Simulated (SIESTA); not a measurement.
**CuAu3 under changes of volume**

One of the cells (15.761 Å³/atom); the others are scaled copies at fixed shape and fractional positions:

```xyz
4
Lattice="3.9800 0.0000 0.0000 0.0000 3.9800 0.0000 0.0000 0.0000 3.9800" Properties=species:S:1:pos:R:3 pbc="T T T"
Au    1.9900    1.9900    0.0000
Au    1.9900    0.0000    1.9900
Au    0.0000    1.9900    1.9900
Cu    0.0000    0.0000    0.0000
```

```yaml
Program: SIESTA 5.4.2
Functional: PBEsol
Potentials_or_basis: PseudoDojo 0.4 standard (PBEsol files)
Basis: DZP (energy shift 0.003 Ry; two zetas on semicore shells)
Grid_cutoff: 800 Ry
Energy_shift: 0.003 Ry
k_mesh: 7 × 7 × 7
Occupations: fermi-dirac, width 0.05 eV
Spin: no spin polarisation
```

```tsv
volume (Å³/atom)	energy over the lowest point (meV/atom)	pressure (GPa)
14.816	34.89	12.4
15.131	15.11	7.9
15.446	3.64	3.9
15.761	0.00	0.1
16.076	?	?
16.392	12.39	-5.8
16.707	26.16	-8.2
```

**Question.** What does the run at 16.076 Å³/atom give?

**Answer.** Energy over the lowest point 3.30 meV/atom; pressure -3.2 GPa.

Worked out: A Birch-Murnaghan fit of order 3 (a polynomial in V^(-2/3)) to the other rows has its minimum at 15.76 Å³/atom with B0 = V·E''(V) = 170 GPa and B' = 5.9. It gives 3.25 meV/atom at 16.076 Å³/atom, against the run's 3.30, and -dE/dV = -3.1 GPa, against -3.2.

Energies are extrapolated to zero smearing.

Caveats: short orbitals over semicore shells can move pressures by several GPa; the basis of atomic orbitals isn't converged, which shifts pressures, moduli and gaps.
